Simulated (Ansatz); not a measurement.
Set up this calculation in Ansatz 0.2.0, as the native input.

```
Task                : phonons
Functional          : LDA
Potentials or basis : Ansatz PAW
Cutoff              : 420 eV (not typed: the program's choice for these potentials)
k mesh              : 7 × 7 × 7
Occupations         : fermi-dirac, width 0.05 eV
Spin                : no spin polarisation
```

The system is Sb.

```
Sb
1.0
     0.00000    2.37124    2.37124
     2.37124    0.00000    2.37124
     2.37124    2.37124    0.00000
Sb
1
Direct
  0.00000 0.00000 0.00000
```

This isn't the form of Sb at room conditions, which is rhombohedral.

These files were run (other wordings do the same):

input.yaml

```yaml
crystal:
  lattice:
    - [0.0, 2.3712425216, 2.3712425216]
    - [2.3712425216, 0.0, 2.3712425216]
    - [2.3712425216, 2.3712425216, 0.0]
  atoms:
    - { symbol: Sb, position: [0.0, 0.0, 0.0] }
hamiltonian:
  xc: lda
  pseudopotentials: { kind: paw }
kpoints:
  mp_grid: { grid: [7, 7, 7] }
scf:
  occupations: { method: fermi_dirac, width: 0.05 }
phonons:
  method: dfpt
```

Potentials or basis: Ansatz PAW.

Launch:

```sh
$ ansatz run input.yaml --threads 2 --pin off --max-ram 5632MiB --backend cpu --events-out ev --progress --plain --runs-dir out
```

Results of the run:

The band gap on the k mesh is none (metal or under the smearing width).

It took 1.4 s on 2 threads of Arm Neoverse V2, with other jobs on the host, peak memory 0.31 GiB.
